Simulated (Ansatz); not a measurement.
A generator proposed this cell of Mg.

```cif
data_structure
_symmetry_space_group_name_H-M 'Pm-3m'
_symmetry_Int_Tables_number 221
_cell_length_a 4.1711
_cell_length_b 4.1711
_cell_length_c 4.1711
_cell_angle_alpha 90.000
_cell_angle_beta 90.000
_cell_angle_gamma 90.000
_cell_volume 72.57
loop_
_atom_site_label
_atom_site_type_symbol
_atom_site_symmetry_multiplicity
_atom_site_Wyckoff_symbol
_atom_site_fract_x
_atom_site_fract_y
_atom_site_fract_z
_atom_site_occupancy
Mg1 Mg 3 c 0.00000 0.50000 0.50000 1
```

These are results of DFT PBE, scalar-relativistic, plane waves, PAW (Ansatz 0.2.0), not measurements. Cutoff 420 eV; k points 4×4×4 on the computed 3-atom cell (Γ-centred); Gaussian smearing, width 0.10 eV; no spin polarisation.

Energies count from the standard state of Mg at the same level.

**Question.** How far from equilibrium is it?

**Answer.** The pressure is 5.0 GPa (it wants to expand), the largest force is 0.00 eV/Å (symmetry fixes the atoms), and the energy is +0.34 eV/atom against the standard state. The shortest distance is 2.95 Å.

**Question.** How much does it gain on relaxing, and where does it end?

**Answer.** Relaxing gains under 0.1 eV/atom (the start's value is from the coarse mesh, so the gain is rough) in 7 ionic steps and ends at +0.31 eV/atom on the finer mesh. The symmetry stays Pm-3m (No. 221). The volume per atom grows by 16.6 %, from 24.2 to 28.2 Å³. The shortest distance goes from 2.95 Å (Mg–Mg) to 3.10 Å (Mg–Mg). Conventional cell: a = 4.390 Å. Mg has 8 Mg at 3.10 Å.

The last run used a 10×10×10 mesh for its 3-atom cell and Gaussian smearing of 0.10 eV. The relaxation can't lower the symmetry of the start. A structure relaxed within its symmetry needn't be a true minimum. Another cell of Mg relaxed alike, in Fm-3m, lies 14 meV/atom lower, so this cell isn't the stable form at this level.
